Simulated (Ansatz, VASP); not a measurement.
W: VASP beside Ansatz

```
CELL_PARAMETERS angstrom
3.18356 0.00000 0.00000
0.00000 3.18356 0.00000
0.00000 0.00000 19.77533
ATOMIC_POSITIONS crystal
W 0.50000 0.50000 0.38755
W 0.00000 0.00000 0.45600
W 0.50000 0.50000 0.54400
W 0.00000 0.00000 0.61245
```

Alike in both runs: functional PBE; k mesh 11 × 11 × 1; occupations gaussian, width 0.1 eV; no spin polarisation.

Ansatz relaxed the structure, and its values are those at the end. VASP's run is a single point on that final structure, the one shown.

```csv
,VASP,Ansatz
version,VASP 6.6.1,Ansatz 0.2.0
potentials or method,"VASP PAW PBE potentials, release 64 (W_sv)","scalar-relativistic, plane waves, PAW"
plane-wave cutoff (eV),520,420
valence electrons in the cell,56,56
```

|  | VASP | Ansatz | Ansatz less VASP |
| --- | --- | --- | --- |
| gap on the k mesh at the Fermi level (eV) | none | none | - |
| rms of the force components (eV/Å) | 0.026 | 0.005 | -0.0210 |

A gap of «none» marks a metal or a gap that the smearing closes. Ansatz warned: «xc_potential_rough_in_thin_density».

The runs have no spin-orbit coupling, so splittings on W are missing.
